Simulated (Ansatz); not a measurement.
# BaTiO3: the cost of one run

Program: Ansatz 0.2.0. Level of theory: DFT LDA, scalar-relativistic. These are calculated values, not measurements.

### 1 The starting structure

The structure is trigonal, space group R3m (No. 160). The conventional cell has a = 5.655 Å, b = 5.655 Å, c = 6.953 Å, α = 90.00°, β = 90.00°, γ = 120.00°. Ba (site symmetry 3m) has 12 O at 2.79 to 2.88 Å as nearest neighbours. Ti (site symmetry 3m) is surrounded by 6 O at 1.88 to 2.14 Å. O (site symmetry m) is surrounded by 2 Ti at 1.88 to 2.14 Å.

As a file:

```cif
data_structure
_symmetry_space_group_name_H-M 'P 1'
_symmetry_Int_Tables_number 1
_cell_length_a 4.0041
_cell_length_b 4.0041
_cell_length_c 4.0041
_cell_angle_alpha 89.852
_cell_angle_beta 89.852
_cell_angle_gamma 89.852
_cell_volume 64.20
loop_
_atom_site_label
_atom_site_type_symbol
_atom_site_fract_x
_atom_site_fract_y
_atom_site_fract_z
_atom_site_occupancy
Ba1 Ba 0.00000 0.00000 0.00000 1
Ti1 Ti 0.51400 0.51400 0.51400 1
O1 O 0.49160 0.49160 0.98150 1
O2 O 0.49160 0.98150 0.49160 1
O3 O 0.98150 0.49160 0.49160 1
```

Atoms are numbered in the order of the input: Ba1, Ti2, O3, O4, O5.

### 2 The deformed structure

Space group R3m before, R3m after.

### 3 All-electron LAPW

File input.yaml:

```yaml
crystal:
  lattice:
    - [2.8276681575, 1.6325549719, 2.3872635562]
    - [-2.8276681575, 1.6325549719, 2.3872635562]
    - [0.0, -3.2651099438, 2.3872635562]
  atoms:
    - { symbol: Ba, position: [0.0, 0.0, 0.0] }
    - { symbol: Ti, position: [0.514, 0.514, 0.514] }
    - { symbol: O, position: [0.4916, 0.4916, 0.9815] }
    - { symbol: O, position: [0.4916, 0.9815, 0.4916] }
    - { symbol: O, position: [0.9815, 0.4916, 0.4916] }
kpoints:
  mp_grid: { grid: [9, 9, 9] }
  band_path:
    path:
      - [0.0, 0.0, 0.0]
      - [0.5, 0.5, 0.5]
      - [0.5215566503, 0.4784433497, 0.5]
      - [0.5, -0.4784433497, 0.4784433497]
      - [0.5, 0.0, 0.0]
      - [0.0, 0.0, 0.0]
      - [0.4892216749, -0.4892216749, 0.0]
      - [0.5107783251, 0.0, 0.4892216749]
      - [0.5, 0.0, 0.5]
    npoints: 5
scf:
  occupations: { method: fermi_dirac, width: 0.05 }
hamiltonian:
  xc: lda
  pseudopotentials: { kind: all_electron, lapw: { basis_error: 0.001 } }
output:
  forces: true
  stress: true
  eigenvalues: true
```

Run with:

```console
ansatz run input.yaml --threads 2 --pin off --max-ram 8192MiB --backend cpu --events-out ev --progress --plain --runs-dir out
```

What time and memory should one allow on 2 threads of Intel Xeon Platinum 8488C (Sapphire Rapids), shared host?

About 86 s, with a peak of 0.91 GiB.
